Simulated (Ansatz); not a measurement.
**SiC (wurtzite) under strain**

SiC in the wurtzite structure, relaxed with r2SCAN in the PAW code Ansatz. Space group P6_3mc (No. 186), hexagonal; a = 3.075 Å, c = 5.048 Å in the conventional setting, 10.34 Å³ an atom. Si is surrounded by 4 C at 1.88–1.90 Å; C is surrounded by 4 Si at 1.88–1.90 Å.

The axes x, y and z are those of this cell:
```
Si C
1.0
     3.07536    0.00000    0.00000
    -1.53768    2.66334    0.00000
     0.00000    0.00000    5.04811
Si C
2 2
Direct
  0.33333 0.66667 0.99959
  0.66667 0.33333 0.49959
  0.33333 0.66667 0.37541
  0.66667 0.33333 0.87541
```

Unstrained: The PBE gap is indirect, 2.277 eV (Γ to K), below the direct gap of 3.978 eV at M. r2SCAN gives an indirect gap of 2.653 eV, from Γ to K; the least direct gap is 4.476 eV at M. HSE06 gives an indirect gap of 3.160 eV, from Γ to K; the least direct gap is 5.060 eV at M. Meshes: PBE 12×12×6, r2SCAN 12×12×6, HSE06 6×6×4. Strains are changes of length per length. After each strain the atoms were relaxed again with r2SCAN within the symmetry that the strain leaves, so tilts or polar shifts that break it weren't tested; points keep the names that they have in the unstrained zone. Calculated for a static, non-magnetic cell.

Changes of the least gap in eV (an overlap counts as a negative gap):

| strain | volume change (%) | space group | PBE | r2SCAN | HSE06 | G0W0@PBE (mesh) | energy rise, r2SCAN (meV/atom) |
| --- | --- | --- | --- | --- | --- | --- | --- |
| epitaxial -4.0 % in the xy plane, free normal strain +0.76 % | -7.1 | P6_3mc | -0.572 | -0.564 | -0.559 | -0.55 | 71.2 |
| epitaxial -3.0 % in the xy plane, free normal strain +0.56 % | -5.4 | P6_3mc | -0.409 | -0.403 | -0.398 | -0.39 | 39.2 |
| epitaxial -2.0 % in the xy plane, free normal strain +0.37 % | -3.6 | P6_3mc | -0.260 | -0.256 | -0.252 | -0.25 | 17.0 |
| epitaxial -1.0 % in the xy plane, free normal strain +0.18 % | -1.8 | P6_3mc | -0.124 | -0.122 | -0.120 | -0.12 | 4.2 |
| epitaxial +1.0 % in the xy plane, free normal strain -0.16 % | +1.8 | P6_3mc | +0.112 | +0.108 | +0.108 | +0.10 | 4.0 |
| epitaxial +2.0 % in the xy plane, free normal strain -0.32 % | +3.7 | P6_3mc | +0.144 | +0.131 | +0.146 | +0.13 | 15.6 |
| epitaxial +3.0 % in the xy plane, free normal strain -0.47 % | +5.6 | P6_3mc | +0.081 | +0.105 | +0.133 | +0.13 | 34.2 |
| epitaxial +4.0 % in the xy plane, free normal strain -0.61 % | +7.5 | P6_3mc | -0.070 | -0.059 | -0.026 | -0.03 | 59.5 |

Unstrained, G0W0@PBE with 172 empty bands, a screening cutoff of 150 eV and a 6×6×4 mesh gives 3.07 eV on its mesh; the band count follows the volume. No extrapolation in bands, cutoff or mesh was made for G0W0.

Epitaxial -4.0 % in the xy plane, free normal strain +0.76 %. HSE06: the gap goes from 3.160 to 2.601 eV (-0.559 eV). Stress change with r2SCAN, compression positive: xx +29.77, yy +29.77, zz 0.00 GPa.

Epitaxial -3.0 % in the xy plane, free normal strain +0.56 %. HSE06: the gap goes from 3.160 to 2.762 eV (-0.398 eV); with r2SCAN the top three valence levels at Γ, grouped 2+1 from the top over 112 meV, become 2+1 over 539 meV. Stress change with r2SCAN, compression positive: xx +21.45, yy +21.45, zz -0.01 GPa.

Epitaxial -2.0 % in the xy plane, free normal strain +0.37 %. HSE06: the gap goes from 3.160 to 2.908 eV (-0.252 eV); with r2SCAN the top three valence levels at Γ, grouped 2+1 from the top over 112 meV, become 2+1 over 377 meV. Stress change with r2SCAN, compression positive: xx +13.73, yy +13.73, zz -0.05 GPa.

Epitaxial -1.0 % in the xy plane, free normal strain +0.18 %. HSE06: the gap goes from 3.160 to 3.040 eV (-0.120 eV); with r2SCAN the top three valence levels at Γ, grouped 2+1 from the top over 112 meV, become 2+1 over 235 meV. Stress change with r2SCAN, compression positive: xx +6.58, yy +6.58, zz -0.03 GPa.

Epitaxial +1.0 % in the xy plane, free normal strain -0.16 %. HSE06: the gap goes from 3.160 to 3.268 eV (+0.108 eV); with r2SCAN the top three valence levels at Γ, grouped 2+1 from the top over 112 meV, become 2+1 over 10 meV. Stress change with r2SCAN, compression positive: xx -6.06, yy -6.06, zz -0.03 GPa.

Epitaxial +2.0 % in the xy plane, free normal strain -0.32 %. HSE06: the gap goes from 3.160 to 3.306 eV (+0.146 eV); with r2SCAN the top three valence levels at Γ, grouped 2+1 from the top over 112 meV, become 1+2 over 75 meV. Stress change with r2SCAN, compression positive: xx -11.60, yy -11.60, zz -0.02 GPa.

Epitaxial +3.0 % in the xy plane, free normal strain -0.47 %. HSE06: the gap goes from 3.160 to 3.293 eV (+0.133 eV); the edges move from Γ → K to Γ → M; with r2SCAN the top three valence levels at Γ, grouped 2+1 from the top over 112 meV, become 1+2 over 142 meV. Stress change with r2SCAN, compression positive: xx -16.65, yy -16.65, zz -0.01 GPa.

Epitaxial +4.0 % in the xy plane, free normal strain -0.61 %. HSE06: the gap goes from 3.160 to 3.134 eV (-0.026 eV); the edges move from Γ → K to Γ → M; with r2SCAN the top three valence levels at Γ, grouped 2+1 from the top over 112 meV, become 1+2 over 197 meV. Stress change with r2SCAN, compression positive: xx -21.23, yy -21.23, zz -0.01 GPa.

The meshes of the hybrids are coarse, so their gaps aren't converged to the digits shown.

The splittings at Γ are without spin-orbit coupling, which regroups them where it is of like size or larger.
